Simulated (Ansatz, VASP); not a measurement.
BaTiO3 in VASP and in Ansatz

```xyz
5
Lattice="2.9418 1.6985 2.4555 -2.9418 1.6985 2.4555 0.0000 -3.3969 2.4555" Properties=species:S:1:pos:R:3 pbc="T T T"
Ba    0.0000    0.0000   -0.1066
Ti    0.0000    0.0000    3.4664
O     0.0000    1.6323    2.6104
O    -1.4136   -0.8161    2.6104
O     1.4136   -0.8161    2.6104
```

Alike in both runs: functional PBE; k mesh 6 × 6 × 6; occupations gaussian, width 0.02 eV; no spin polarisation.

Ansatz relaxed the structure, and its values are those at the end. VASP's run is a single point on that final structure, the one shown.

|  | VASP | Ansatz |
| --- | --- | --- |
| version | VASP 6.6.1 | Ansatz 0.2.0 |
| potentials or method | VASP PAW PBE potentials, release 64 (Ba_sv, Ti_sv, O) | scalar-relativistic, plane waves, PAW |
| plane-wave cutoff (eV) | 520 | 420 |
| valence electrons in the cell | 40 | 40 |

Ansatz gave:

```
gap on the k mesh at the Fermi level (eV) : 3.05
least direct gap on the mesh (eV)         : 3.66
pressure (GPa)                            : -6.4
rms of the force components (eV/Å)        : 0.001
```

Task: Which values does VASP return?

Result: gap on the k mesh at the Fermi level (eV): 3.00; least direct gap on the mesh (eV): 3.64; pressure (GPa): -5.2; rms of the force components (eV/Å): 0.052.

Caveats: spin-orbit coupling is left out, which moves the levels of the heavy elements. PBE gaps usually lie below the measured ones, often by a third to a half. A k mesh can miss the band edges.
